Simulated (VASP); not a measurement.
Write the native input for VASP 6.6.1 that does the following.

```
Task                   : relaxation of cell and atoms
Functional             : PBE
Potentials or basis    : VASP PAW PBE potentials, release 64 (Ti_sv, B, H)
Cutoff                 : 600 eV
k mesh                 : 12 × 12 × 12
Occupations            : gaussian, width 0.1 eV
Spin                   : no spin polarisation
Dipole correction      : no
Further INCAR settings : ALGO = Normal; EDIFF = 1e-06; IBRION = 2; EDIFFG = -0.01; NSW = 100; ISIF = 3
```

The structure of TiB2H2 lies in POSCAR:

```
TiB2H2
1.0
    3.9655871462      0.0000000000      0.0000000000
   -1.9827935731      3.4342992096      0.0000000000
    0.0000000000      0.0000000000      2.9133155860
Ti B H
1 2 2
Direct
    0.0000000000      0.0000000000      0.0000000000
    0.3333333333      0.6666666667      0.0000000000
    0.6666666667      0.3333333333      0.0000000000
    0.3333333333      0.6666666667      0.5000000000
    0.6666666667      0.3333333333      0.5000000000
```

The cell was built by a generator and needn't be a form met in nature.

The cell isn't the ideal one: random cell by space group and Wyckoff sites (P6/mmm, No. 191).

These files were run (other wordings do the same):

INCAR

```
SYSTEM = TiB2H2
  PREC = Accurate
  ENCUT = 600
  EDIFF = 1E-6
  ISMEAR = 0
  SIGMA = 0.1
  LREAL = .False.
  LASPH = .True.
  NELM = 60
  ALGO = Normal
  ISIF = 3
  LWAVE = .False.
  LCHARG = .False.
  GGA = PE
  IBRION = 2
  NSW = 100
  EDIFFG = -0.01
```

KPOINTS

```
regular mesh
0
Gamma
  12 12 12
  0 0 0
```

Potentials or basis: VASP PAW PBE potentials, release 64 (Ti_sv, B, H).

Launch:

```sh
$ cat potpaw_PBE.64/Ti_sv/POTCAR potpaw_PBE.64/B/POTCAR potpaw_PBE.64/H/POTCAR > POTCAR
$ mpirun -np 1 vasp_std > vasp.out
```

Results of the run:

- Relaxed volume: 7.93 Å³/atom
- Relaxed cell: a = 3.936 Å, b = 3.936 Å, c = 2.956 Å, α = 90.00°, β = 90.00°, γ = 120.00°
- Space group after relaxing (to 0.05 Å): P6/mmm (No. 191)
- Energy gained by relaxing: 1.5 meV/atom
- Ionic steps: 5
- Pressure after relaxing: 0.0 GPa
- Band gap on the k mesh: none (metal or under the smearing width)

Run time: 2.7 min on 1 thread of AMD EPYC 9R14 (Zen 4), on a shared host, peak memory 0.21 GiB.
